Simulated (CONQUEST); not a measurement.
Runs of CONQUEST 1.3 on Ta. It takes space group Im-3m (No. 229, cubic). Conventional cell: a = 3.303 Å, b = 3.303 Å, c = 3.303 Å, α = 90.00°, β = 90.00°, γ = 90.00°. Ta (site symmetry m-3m) has 8 Ta at 2.86 Å as nearest neighbours. 

```csv
level,potentials or basis,cell,k mesh,gap on the mesh (eV),pressure (GPa)
PBEsol,"PseudoDojo NC PBEsol, DZP, grid cutoff 120 Ha","atoms of the box moved at random, drawn with an rms of 0.05 Å",8 × 8 × 8,none,-2.8
PBEsol,"PseudoDojo NC PBEsol, DZP, grid cutoff 120 Ha",as given,8 × 8 × 8,none,-3.3
PBE,"PseudoDojo NC PBE, SZP, grid cutoff 120 Ha",as given,10 × 10 × 10,none,7.8
PBE,"PseudoDojo NC PBE, SZP, grid cutoff 120 Ha",as given,8 × 8 × 8,none,7.7
PBE,"PseudoDojo NC PBE, SZP, grid cutoff 120 Ha",as given,7 × 7 × 7,none,(a)
```

Alike in all rows: task single point; no spin polarisation; smearing fermi-dirac 0.05 eV.

Fill in the values left out.

(a) 8.2.

Caveats: the basis of atomic orbitals isn't converged, which shifts pressures, moduli and gaps; the atomic basis is small (some runs); the box holds several primitive cells, so bands are folded and the points are those of the box's own zone (some runs).

A k mesh can miss the band edges, and the runs leave out spin-orbit coupling on Ta.

A gap of «none» marks a metal or a gap under the smearing width.
